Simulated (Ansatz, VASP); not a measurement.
**One calculation of Be, two programs**

```
CELL_PARAMETERS angstrom
2.17047 0.00000 0.00000
-0.72349 2.04634 0.00000
-0.72349 -1.02317 1.77218
ATOMIC_POSITIONS crystal
Be 0.00000 0.00000 0.00000
```

This isn't the form of Be at room conditions, which is hcp.

Alike in both runs: task relaxation of cell and atoms; functional PBEsol; dispersion D3(BJ); k mesh 16 × 16 × 16; no spin polarisation.

```csv
,VASP,Ansatz
version,VASP 6.6.1,Ansatz 0.2.0
potentials or method,"VASP PAW PBE potentials, release 64 (Be)","plane waves, PAW"
plane-wave cutoff (eV),600,420
occupations,"methfessel-paxton of order 1, width 0.1 eV","cold, width 0.1 eV"
valence electrons in the cell,2,2
```

|  | VASP | Ansatz | Ansatz less VASP |
| --- | --- | --- | --- |
| relaxed volume (Å³/atom) | 7.41 | 7.39 | -0.022 |
| relaxed cell length with the largest relative difference (Å) | 2.128 | 2.126 | -0.0021 |
| energy change over the relaxation (meV/atom) | -11 | -12 | -1.1 |

Caveats: the PAW data sets were made with another functional, which shifts forces and pressure a little (VASP); pairwise dispersion overbinds metals, which lowers pressure and volume.
